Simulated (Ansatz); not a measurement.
Consider the substitution at a C–F bond: `CCOC(C)F` + acetic acid → `CCOC(C)OC(C)=O` + H–F.

Calculated with Ansatz (gas phase, PBE0-D4/def2-TZVP geometries, no zero-point term in ΔE). CBS: MP2 limit from def2 TZ/QZ plus the TZ coupled-cluster correction, frozen cores. This one scheme is used for every species. DFT in def2-TZVPP. HSE06 is defined as in plane-wave codes. Each species was taken in one conformer, which may not be the lowest.

Problem. Is it downhill or uphill in electronic energy at CCSD(T)/CBS, and by how much? (An estimate is asked.)

Solution. The calculation gave: Uphill: ΔE = +3.6 kJ/mol.

Problem. What do these levels give: HSE06-D4, BHLYP-D4, revPBE, LC-ωPBE, HF/def2-TZVPP, CCSD(T)/def2-TZVPP? (An estimate is asked.)

Solution. Ansatz gave: HSE06-D4 13.5, BHLYP-D4 14.7, revPBE 28.9, LC-ωPBE 21.5, HF/def2-TZVPP 29.3, CCSD(T)/def2-TZVPP 5.3 kJ/mol.

Largest T1 diagnostic among the species: 0.015.

The D4 term adds −12.8 kJ/mol with B3LYP and −7.9 kJ/mol with PBE0; it sums over pairs of atoms, weighted by their polarisabilities, and B3LYP, whose exchange is more repulsive, gets the larger term. In def2-TZVPP, CCSD(T) changes the Hartree–Fock value by −24.0 kJ/mol (the triples alone add −3.9 kJ/mol) and MP2 by −29.1 kJ/mol.

B3LYP here is the variant with VWN-RPA as its local correlation; programs differ in this.
